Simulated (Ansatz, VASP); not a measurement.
One calculation of Ge, two programs

INCAR

```
ALGO = Normal ; EDIFF = 1E-7
ENCUT = 520 ; GGA = PE
ISIF = 2 ; ISMEAR = -1
LASPH = True ; LCHARG = False
LREAL = False ; LWAVE = False
NBANDS = 36 ; NELM = 60
PREC = Accurate ; SIGMA = 0.05
```

The input KPOINTS:

```
k-points
0
Gamma
  8 8 4
```

The input POSCAR:

```
Ge
1.0
    4.0240606931      0.0000000000      0.0000000000
   -2.0120303466      3.4849387866      0.0000000000
    0.0000000000      0.0000000000      6.6430837134
Ge
4
Direct
    0.3333333333      0.6666666667      0.9370987500
    0.6666666667      0.3333333333      0.4370987500
    0.3333333333      0.6666666667      0.5629012500
    0.6666666667      0.3333333333      0.0629012500
```

The input input.yaml:

```yaml
crystal:
  lattice:
    - [4.0240606931, 0.0, 0.0]
    - [-2.0120303466, 3.4849387866, 0.0]
    - [0.0, 0.0, 6.6430837134]
  atoms:
    - { symbol: Ge, position: [0.3333333333, 0.6666666667, 0.93709875] }
    - { symbol: Ge, position: [0.6666666667, 0.3333333333, 0.43709875] }
    - { symbol: Ge, position: [0.3333333333, 0.6666666667, 0.56290125] }
    - { symbol: Ge, position: [0.6666666667, 0.3333333333, 0.06290125] }
hamiltonian:
  xc: pbe
  pseudopotentials: { kind: paw }
kpoints:
  mp_grid: { grid: [8, 8, 4] }
scf:
  occupations: { method: fermi_dirac, width: 0.05 }
output:
  forces: true
  stress: true
  eigenvalues: true
  write_density: true
  write_potential: true
  elf: true
  volumetric_format: npy
```

Change from the starting cell: volume scaled by 1.02.

Alike in both runs: task single point; functional PBE; k mesh 8 × 8 × 4; occupations fermi-dirac, width 0.05 eV; no spin polarisation.

```csv
,VASP,Ansatz
version,VASP 6.6.1,Ansatz 0.2.0
potentials or method,"VASP PAW PBE potentials, release 64 (Ge_d)",Ansatz PAW
plane-wave cutoff (eV),520,420
valence electrons in the cell,56,56
```

|  | VASP | Ansatz | Ansatz less VASP |
| --- | --- | --- | --- |
| gap on the k mesh at the Fermi level (eV) | 0.20 | 0.20 | 0.000 |
| least direct gap on the mesh (eV) | 0.24 | 0.24 | +0.003 |
| pressure (GPa) | 1.5 | 1.6 | +0.05 |
| largest component of the traceless stress (GPa) | 0.16 | 0.17 | +0.007 |
| rms of the force components (eV/Å) | 0.006 | 0.005 | -0.0006 |

Atom by atom the forces differ by 0.001 eV/Å (rms over components). The functional is the same, so the differences come from potentials, cutoffs and numerics.

A k mesh can miss the band edges.
